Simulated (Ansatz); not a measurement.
Write the native input for Ansatz 0.2.0 that does the following.

* Task: relaxation of cell and atoms
* Functional: revPBE
* Dispersion: D4
* Potentials or basis: Ansatz PAW
* Cutoff: 420 eV (not typed: the program's choice for these potentials)
* k mesh: 10 × 10 × 10
* Occupations: fermi-dirac, width 0.05 eV
* Spin: no spin polarisation

BAs:

```
As B
1.0
     0.00000    2.38850    2.38850
     2.38850    0.00000    2.38850
     2.38850    2.38850    0.00000
As B
1 1
Cartesian
  3.5827 3.5827 3.5827
  0.0000 0.0000 0.0000
```

These files were run (other wordings do the same):

input.yaml

```yaml
crystal:
  lattice:
    - [0.0, 2.3885, 2.3885]
    - [2.3885, 0.0, 2.3885]
    - [2.3885, 2.3885, 0.0]
  atoms:
    - { symbol: As, position: [0.75, 0.75, 0.75] }
    - { symbol: B, position: [0.0, 0.0, 0.0] }
hamiltonian:
  xc: revpbe
  pseudopotentials: { kind: paw }
  dispersion: d4
kpoints:
  mp_grid: { grid: [10, 10, 10] }
scf:
  occupations: { method: fermi_dirac, width: 0.05 }
output:
  forces: true
  stress: true
  write_density: true
  write_potential: true
  elf: true
  volumetric_format: npy
relax:
  f_tol: 0.01
  max_steps: 40
  cell: { stress_tol: 0.05 }
```

Potentials or basis: Ansatz PAW.

Run with:

```console
$ ansatz run input.yaml --threads 2 --pin off --max-ram 5632MiB --backend cpu --events-out ev --progress --plain --runs-dir out
```

It gave:

The relaxed volume is 13.22 Å³/atom. The relaxed cell is a = 3.344 Å, b = 3.344 Å, c = 3.344 Å, α = 60.00°, β = 60.00°, γ = 60.00° and the space group after relaxing (to 0.05 Å) is F-43m (No. 216). The energy gained by relaxing is 5.5 meV/atom, the ionic steps are 5 and the pressure after relaxing is 0.0 GPa. The band gap on the k mesh is 1.17 eV, indirect (least direct gap 3.32 eV).

Caveat: the plane-wave basis is chosen anew once the cell has moved, so the energies of steps on either side of that aren't comparable; the PAW data sets come from PBE, with cores solved anew for the run's functional, which leaves a small shift of forces and pressure.

It took 7.8 s on 2 threads of Intel(R) Xeon(R) Processor @ 2.70GHz, with other jobs on the host, peak memory 0.35 GiB.
